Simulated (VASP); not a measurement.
# P (Cmce) in VASP: band structure with PBE+D3(BJ)

Aim: the band structure of P with PBE+D3(BJ).

Everything below comes from runs of VASP 6.6.1. Logs are shortened: lines on timing, memory, paths and dates and some standing lists are left out, and cuts for length are marked.

### Step 1. The crystal as given

It takes space group Cmce (No. 64, orthorhombic). Conventional cell: a = 3.316 Å, b = 10.154 Å, c = 4.185 Å, α = 90.00°, β = 90.00°, γ = 90.00°. P (site symmetry m) has 3 P at 2.22 to 2.24 Å as nearest neighbours.

### Step 2. Band structure, PBE+D3(BJ)

The input, INCAR:

```
SYSTEM = P
  ALGO = Normal
  EDIFF = 1E-6
  ENCUT = 520
  GGA = PE
  ICORELEVEL = 1
  ISIF = 2
  ISMEAR = 0
  IVDW = 12
  LASPH = .True.
  LCHARG = .False.
  LREAL = .False.
  LWAVE = .False.
  NBANDS = 18
  NELM = 80
  PREC = Accurate
  SIGMA = 0.03
```

The input, KPOINTS:

```
k-points
0
Gamma
  8 8 6
  0 0 0
```

The input, POSCAR:

```
P                                       
1.0
    1.6580899443     -5.0768916214     -0.0000000000
    1.6580899443      5.0768916214      0.0000000000
    0.0000000000      0.0000000000      4.1850389858
  P             
     4
Direct
     0.8936799400114110    0.1063200599885889    0.0729133901310818
     0.6063200599885890    0.3936799400114110    0.5729133901310818
     0.1063200599885889    0.8936799400114110    0.9270866098689182
     0.3936799400114110    0.6063200599885890    0.4270866098689183
```

The input, KPOINTS_OPT:

```
explicit points
188
Reciprocal
 0.0000000000  0.0000000000  0.0000000000 1
 0.0196440079  0.0196440079  0.0000000000 1
 0.0392880159  0.0392880159  0.0000000000 1
 0.0589320238  0.0589320238  0.0000000000 1
 0.0785760317  0.0785760317  0.0000000000 1
 0.0982200397  0.0982200397  0.0000000000 1
[... 180 lines left out ...]
 0.2750161111  0.2750161111  0.0000000000 1
-0.2750161111  0.7249838889  0.0000000000 1
```

Potentials or basis: VASP PAW PBE potentials, release 64 (P).

Command:

```console
cat potpaw_PBE.64/P/POTCAR > POTCAR
mpirun -np 1 vasp_std > vasp.out
```

OUTCAR:

```text
SYSTEM = P
   EDIFF = 1E-6
   ENCUT = 520
   GGA = PE
   ISIF = 2
   ISMEAR = 0
   IVDW = 12
   LASPH = .True.
   LREAL = .False.
   NELM = 80
   PREC = Accurate
 IVDW          = 12

 ion  position               nearest neighbor table
   1  0.894  0.106  0.073-   4 2.22   4 2.22   3 2.24
   2  0.606  0.394  0.573-   3 2.22   3 2.22   4 2.24
   3  0.106  0.894  0.927-   2 2.22   2 2.22   1 2.24
   4  0.394  0.606  0.427-   1 2.22   1 2.22   2 2.24

  LATTYP: Found a base centered orthorhombic cell.
 ALAT       =     3.3161798886
 B/A-ratio  =     3.0618915692
 C/A-ratio  =     1.2620060209

  Lattice vectors:

 A1 = (   1.6580899443,  -5.0768916214,   0.0000000000)
 A2 = (   1.6580899443,   5.0768916214,   0.0000000000)
 A3 = (   0.0000000000,   0.0000000000,   4.1850389858)

Analysis of symmetry for initial positions (statically):
=====================================================================
 Subroutine PRICEL returns:
 Original cell was already a primitive cell.

 Routine SETGRP: Setting up the symmetry group for a
 base centered orthorhombic supercell.

 Subroutine GETGRP returns: Found  8 space group operations
 (whereof  4 operations were pure point group operations)
 out of a pool of  8 trial point group operations.

The static configuration has the point symmetry C_2h.
 The point group associated with its full space group is D_2h.

Analysis of symmetry for dynamics (positions and initial velocities):
=====================================================================
 Subroutine PRICEL returns:
 Original cell was already a primitive cell.

 Routine SETGRP: Setting up the symmetry group for a
 base centered orthorhombic supercell.

 Subroutine GETGRP returns: Found  8 space group operations
 (whereof  4 operations were pure point group operations)
 out of a pool of  8 trial point group operations.

The dynamic configuration has the point symmetry C_2h.
 The point group associated with its full space group is D_2h.

 Subroutine INISYM returns: Found  8 space group operations
 (whereof  4 operations are pure point group operations),
 and found     1 'primitive' translations

----------------------------------------------------------------------------------------

                                     Primitive cell

  volume of cell :      70.4588

  direct lattice vectors                    reciprocal lattice vectors
     1.658089944 -5.076891621  0.000000000     0.301551796 -0.098485459  0.000000000
     1.658089944  5.076891621  0.000000000     0.301551796  0.098485459  0.000000000
     0.000000000  0.000000000  4.185038986     0.000000000  0.000000000  0.238946400

  length of vectors
     5.340794959  5.340794959  4.185038986     0.317226845  0.317226845  0.238946400

  position of ions in fractional coordinates (direct lattice)
     0.893679940  0.106320060  0.072913390
     0.606320060  0.393679940  0.572913390
     0.106320060  0.893679940  0.927086610
     0.393679940  0.606320060  0.427086610

  ion indices of the primitive-cell ions
   primitive index   ion index
                 1           1
                 2           2
                 3           3
                 4           4

----------------------------------------------------------------------------------------

 KPOINTS: k-points

Automatic generation of k-mesh.
 Grid dimensions read from file:
 generate k-points for:    8    8    6

 Generating k-lattice:

  Cartesian coordinates                     Fractional coordinates (reciprocal lattice)
     0.037693974 -0.012310682  0.000000000     0.125000000  0.000000000  0.000000000
     0.037693974  0.012310682  0.000000000     0.000000000  0.125000000  0.000000000
     0.000000000  0.000000000  0.039824400     0.000000000  0.000000000  0.166666667

  Length of vectors
     0.039653356  0.039653356  0.039824400

  Shift w.r.t. Gamma in fractional coordinates (k-lattice)
     0.000000000  0.000000000  0.000000000

 Subroutine IBZKPT returns following result:
 ===========================================

 Found     84 irreducible k-points:

 Following reciprocal coordinates:
            Coordinates               Weight
  0.000000  0.000000  0.000000      1.000000
  0.125000 -0.000000  0.000000      4.000000
  0.250000 -0.000000  0.000000      4.000000
  0.375000 -0.000000  0.000000      4.000000
  0.500000 -0.000000  0.000000      2.000000
  0.125000  0.125000  0.000000      2.000000
[... 16 lines left out ...]
  0.125000 -0.000000  0.166667      8.000000
  0.250000 -0.000000  0.166667      8.000000
 [... further k-points ...]
   k-points           NKPTS =     84   k-points in BZ     NKDIM =     84   number of bands    NBANDS=     18
   number of dos      NEDOS =    301   number of ions     NIONS =      4
   total plane-waves  NPLWV =  51200
   dimension x,y,z NGX =    40 NGY =   40 NGZ =   32
   dimension x,y,z NGXF=    80 NGYF=   80 NGZF=   64
   ions per type =               4
   NGX,Y,Z   is equivalent  to a cutoff of  12.45, 12.45, 12.71 a.u.
   NGXF,Y,Z  is equivalent  to a cutoff of  24.90, 24.90, 25.42 a.u.
 SYSTEM =  P
   PREC   = accura    normal or accurate (medium, high low for compatibility)
   ISTART =      0    job   : 0-new  1-cont  2-samecut
   ICHARG =      2    charge: 1-file 2-atom 10-const
   ISPIN  =      1    spin polarized calculation?
   LNONCOLLINEAR =      F non collinear calculations
   LSORBIT =      F    spin-orbit coupling
   LASPH  =      T    aspherical Exc in radial PAW
   ENCUT  =  520.0 eV  38.22 Ry    6.18 a.u.   9.93  9.93  7.78*2*pi/ulx,y,z
   NELM   =     80;   NELMIN=  2; NELMDL= -5     # of ELM steps
   EDIFF  = 0.1E-05   stopping-criterion for ELM
   LREAL  =      F    real-space projection
   EDIFFG = 0.1E-04   stopping-criterion for IOM
   NSW    =      0    number of steps for IOM
   IBRION =     -1    ionic relax: 0-MD 1-quasi-New 2-CG
   NFREE  =      0    steps in history (QN), initial steepest desc. (CG)
   ISIF   =      2    stress and relaxation
   ISYM   =      2    0-nonsym 1-usesym 2-fastsym
   POTIM  = 0.5000    time-step for ionic-motion
   TEBEG  =    0.0;   TEEND  =   0.0 temperature during run
   PSTRESS=    0.0 pullay stress
   NELECT =      20.0000    total number of electrons
   NUPDOWN=      -1.0000    fix difference up-down
   EMIN   =  10.00;   EMAX   =-10.00  energy-range for DOS
   EFERMI =   0.00;   METHOD = LEGACY
   ISMEAR =     0;   SIGMA  =   0.03  broadening in eV -4-tet -1-fermi 0-gaus
   EFERMI_NEDOS =   21; number of points for ismear=-14 and -15
   IALGO  =     38    algorithm
   IMIX   =      4    mixing-type and parameters
     AMIX     =   0.40;   BMIX     =  1.00
     AMIX_MAG =   1.60;   BMIX_MAG =  1.00
  volume/ion in A,a.u.               =      17.61       118.87
  Fermi-wavevector in a.u.,A,eV,Ry     =   1.075903  2.033161 15.749650  1.157567
  Thomas-Fermi vector in A             =   2.211772
   LORBIT       =      0    0 simple, 1 ext, 2 COOP (PROOUT), +10 PAW based schemes
   GGA     = PE    functional components
   LHFCALC =     F    Hartree Fock is set to
   AEXX    =    0.0000 exact exchange contribution
   IVDW    =    12    specifies the selected vdW correction
   LEPSILON=     F    determine dielectric tensor
   LRPA    =     F    only Hartree local field effects (RPA)
 non-spin polarized calculation
 Gauss-broadening in eV      SIGMA  =   0.03
  energy-cutoff  :      520.00
  volume of cell :       70.46
 maximum number of plane-waves:      1916
   NGX = 19   NGY = 19   NGZ = 15

 number of electron      19.9999998 magnetization

 Free energy of the ion-electron system (eV)
  ---------------------------------------------------
  ext. energy  EPLUGINS =         0.00000000
  ---------------------------------------------------
  free energy    TOTEN  =       -21.37262221 eV

  energy without entropy =      -21.37243949  energy(sigma->0) =      -21.37253085

 the core state eigenenergies are
   1-  1s  -2071.8291  2s   -161.8674  2p   -112.3525
   2-  1s  -2071.8291  2s   -161.8674  2p   -112.3525
   3-  1s  -2071.8291  2s   -161.8674  2p   -112.3525
   4-  1s  -2071.8291  2s   -161.8674  2p   -112.3525

 E-fermi :   7.4760     XC(G=0): -10.2668

 val. band max:        7.4074819606   @ k =   0.5000   0.1250   0.0000
 cond. band min:       7.4762212812   @ k =   0.5000   0.3750   0.0000
 fundamental gap:      0.0687393207
 Fermi energy:         7.4760307094

 k-point     1 :       0.0000    0.0000    0.0000
  band No.  band energies     occupation
      1      -8.6091      2.00000
      2      -5.2445      2.00000
      3      -1.7957      2.00000
      4       0.1114      2.00000
      5       2.3139      2.00000
      6       3.1547      2.00000
[... 10 lines left out ...]
     17      14.7269      0.00000
     18      14.8784      0.00000

 k-point     2 :       0.1250   -0.0000    0.0000
  band No.  band energies     occupation
      1      -8.4107      2.00000
      2      -5.0884      2.00000
      3      -1.9694      2.00000
      4       0.3179      2.00000
      5       2.2714      2.00000
      6       2.4972      2.00000
[... 10 lines left out ...]
     17      13.1007      0.00000
     18      14.5438      0.00000

 k-point     3 :       0.2500   -0.0000    0.0000
  band No.  band energies     occupation
      1      -7.8213      2.00000
      2      -4.6158      2.00000
      3      -2.7343      2.00000
      4       0.5126      2.00000
      5       0.9120      2.00000
      6       1.8885      2.00000
[... 10 lines left out ...]
     17      12.9135      0.00000
     18      14.3569      0.00000

 k-point     4 :       0.3750   -0.0000    0.0000
  band No.  band energies     occupation
      1      -6.8626      2.00000
      2      -4.1054      2.00000
      3      -3.8164      2.00000
      4      -1.2205      2.00000
      5       1.7753      2.00000
      6       2.0293      2.00000
[... 375 lines left out ...]
      4       0.1623      2.00000
      5       2.0117      2.00000
      6       3.1026      2.00000
[... 10 lines left out ...]
     17      14.5792      0.00000
     18      15.7462      0.00000

 k-point    23 :       0.1250   -0.0000    0.1667
  band No.  band energies     occupation
      1      -8.2292      2.00000
      2      -5.2911      2.00000
      3      -2.1466      2.00000
      4       0.3313      2.00000
      5       1.8188      2.00000
      6       2.1661      2.00000
[... 10 lines left out ...]
     17      14.2097      0.00000
     18      14.7620      0.00000

 k-point    24 :       0.2500   -0.0000    0.1667
  band No.  band energies     occupation
      1      -7.6453      2.00000
      2      -4.8270      2.00000
      3      -2.6390      2.00000
      4       0.1694      2.00000
      5       1.0749      2.00000
      6       1.4687      2.00000
[... 10 lines left out ...]
     17      12.9505      0.00000
     18      14.4491      0.00000

 [... further k-points ...]

------------------------ aborting loop because EDIFF is reached ----------------------------------------

 Edisp (eV)   -1.59368

 E8    (eV) :    -0.6034

  FORCE on cell =-STRESS in cart. coord.  units (eV):
  Direction    XX          YY          ZZ          XY          YZ          ZX
  --------------------------------------------------------------------------------------
  -------------------------------------------------------------------------------------
  Total      -0.01179     0.00813    -0.00006     0.00000    -0.00000     0.00000
  in kB      -0.26814     0.18494    -0.00132     0.00000    -0.00000     0.00000
  external pressure =       -0.03 kB  Pullay stress =        0.00 kB

 VOLUME and BASIS-vectors are now :
 -----------------------------------------------------------------------------
  energy-cutoff  :      520.00
  volume of cell :       70.46
      direct lattice vectors                 reciprocal lattice vectors
     1.658089944 -5.076891621  0.000000000     0.301551796 -0.098485459  0.000000000
     1.658089944  5.076891621  0.000000000     0.301551796  0.098485459  0.000000000
     0.000000000  0.000000000  4.185038986     0.000000000  0.000000000  0.238946400

 POSITION                                       TOTAL-FORCE (eV/Angst)
 -----------------------------------------------------------------------------------
      1.65809     -3.99734      0.30515         0.000000      0.001196     -0.000781
      1.65809     -1.07955      2.39766         0.000000     -0.001196     -0.000781
      1.65809      3.99734      3.87989         0.000000     -0.001196      0.000781
      1.65809      1.07955      1.78737         0.000000      0.001196      0.000781
 -----------------------------------------------------------------------------------
    total drift:                               -0.000000     -0.000000      0.000000

  FREE ENERGIE OF THE ION-ELECTRON SYSTEM (eV)
  ---------------------------------------------------
  free  energy   TOTEN  =       -22.9662972810 eV

  energy  without entropy=      -22.9661145573  energy(sigma->0) =      -22.96620592
```

Run time: 2.1 min. Hardware: 1 thread of Intel Xeon 6975P-C (Granite Rapids), shared host; peak memory 0.29 GiB.

Results:

| Quantity | Value |
| --- | --- |
| Free energy | -22.9663 eV |
| Pressure | 0.0 GPa |
| Band gap along the path | none (metal or under the smearing width) |
| Dispersion energy per atom | -0.398 eV |

Levels at the corners of the path, in eV from the Fermi level:
```tsv
point	band 7	band 8	band 9	band 10	band 11	band 12	band 13	band 14
Γ	-4.13	-2.92	-2.71	-1.48	0.95	1.19	1.84	3.36
X	-3.71	-3.32	-2.91	-2.20	0.51	0.65	1.18	1.80
X	-3.71	-3.32	-2.91	-2.20	0.51	0.65	1.18	1.80
S	-3.30	-3.30	-2.73	-2.73	0.76	0.76	1.03	1.03
S	-3.30	-3.30	-2.73	-2.73	0.76	0.76	1.03	1.03
R	-5.82	-5.82	-2.14	-2.14	1.57	1.57	4.60	4.60
R	-5.82	-5.82	-2.14	-2.14	1.57	1.57	4.60	4.60
A	-4.76	-4.76	-2.19	-2.19	2.05	2.05	4.08	4.08
A	-4.76	-4.76	-2.19	-2.19	2.05	2.05	4.08	4.08
Z	-3.15	-3.15	-0.97	-0.97	1.42	1.42	2.20	2.20
Z	-3.15	-3.15	-0.97	-0.97	1.42	1.42	2.20	2.20
Γ	-4.13	-2.92	-2.71	-1.48	0.95	1.19	1.84	3.36
Γ	-4.13	-2.92	-2.71	-1.48	0.95	1.19	1.84	3.36
Y	-4.42	-2.21	-1.82	-0.35	0.42	0.60	2.42	3.06
Y	-4.42	-2.21	-1.82	-0.35	0.42	0.60	2.42	3.06
X1	-3.71	-3.32	-2.91	-2.20	0.51	0.65	1.18	1.80
X1	-3.71	-3.32	-2.91	-2.20	0.51	0.65	1.18	1.80
A1	-4.76	-4.76	-2.19	-2.19	2.05	2.05	4.08	4.08
A1	-4.76	-4.76	-2.19	-2.19	2.05	2.05	4.08	4.08
T	-2.46	-2.46	-1.33	-1.33	1.30	1.30	2.70	2.70
T	-2.46	-2.46	-1.33	-1.33	1.30	1.30	2.70	2.70
Y	-4.42	-2.21	-1.82	-0.35	0.42	0.60	2.42	3.06
Z	-3.15	-3.15	-0.97	-0.97	1.42	1.42	2.20	2.20
T	-2.46	-2.46	-1.33	-1.33	1.30	1.30	2.70	2.70
```

Core levels (eV, on the scale of the bands):
```tsv
atom	levels
1 P	1s -2071.8, 2s -161.9, 2p -112.4
2 P	1s -2071.8, 2s -161.9, 2p -112.4
3 P	1s -2071.8, 2s -161.9, 2p -112.4
4 P	1s -2071.8, 2s -161.9, 2p -112.4
```

Caveat: pairwise dispersion overbinds metals, which lowers pressure and volume.
